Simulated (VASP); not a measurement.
Input of a VASP 6.6.1 run:

File POSCAR:

```
InP
1.0
    0.0000000000      2.9538133482      2.9538133482
    2.9538133482      0.0000000000      2.9538133482
    2.9538133482      2.9538133482      0.0000000000
In P
1 1
Direct
    0.0000000000      0.0000000000      0.0000000000
    0.2500000000      0.2500000000      0.2500000000
```

File INCAR.step1:

```
SYSTEM = InP
PREC = Accurate
ENCUT = 520
ISMEAR = 0
SIGMA = 0.01
LREAL = .FALSE.
LASPH = .TRUE.
NELM = 60
NBANDS = 16
GGA = PE
ALGO = Normal
EDIFF = 1E-4
LWAVE = .TRUE.
LCHARG = .FALSE.
```

File INCAR.step2:

```
SYSTEM = InP
PREC = Accurate
ENCUT = 520
EDIFF = 1E-6
ISMEAR = 0
SIGMA = 0.01
LREAL = .FALSE.
LASPH = .TRUE.
NELM = 60
ALGO = Normal
ISIF = 2
LWAVE = .FALSE.
LCHARG = .FALSE.
METAGGA = R2SCAN
LMIXTAU = .TRUE.
NBANDS = 16
ISTART = 1
```

KPOINTS

```
regular mesh
0
G
  6 6 6
  0 0 0
```

Potentials or basis: VASP PAW PBE potentials, release 64 (In_d, P).

Run with:

```bash
$ cat potpaw_PBE.64/In_d/POTCAR potpaw_PBE.64/P/POTCAR > POTCAR
$ cp INCAR.step1 INCAR
$ mpirun -np 1 vasp_std > vasp.out
$ cp INCAR.step2 INCAR
$ mpirun -np 1 vasp_std > vasp.out
```

What does it give for the pressure?

-0.1 GPa.

Predict the band gap on the k mesh.

1.03 eV, direct.

Caveat: the PAW data sets were made with another functional, which shifts forces and pressure a little; spin-orbit coupling is left out, which moves the levels of the heavy elements.

**The experiment to reproduce.**

From a printed reference work, data compilation, for a bulk crystal of InP at 1.6 K: band gap 1.4236 eV (direct).

Measured gap of InP: 1.4236 eV (direct; 1.6 K; a printed reference work, data compilation). This calculation gives 1.03 eV (-0.40 eV). Spin-orbit coupling on In is left out. The value is that of r2SCAN, without temperature or zero-point motion.
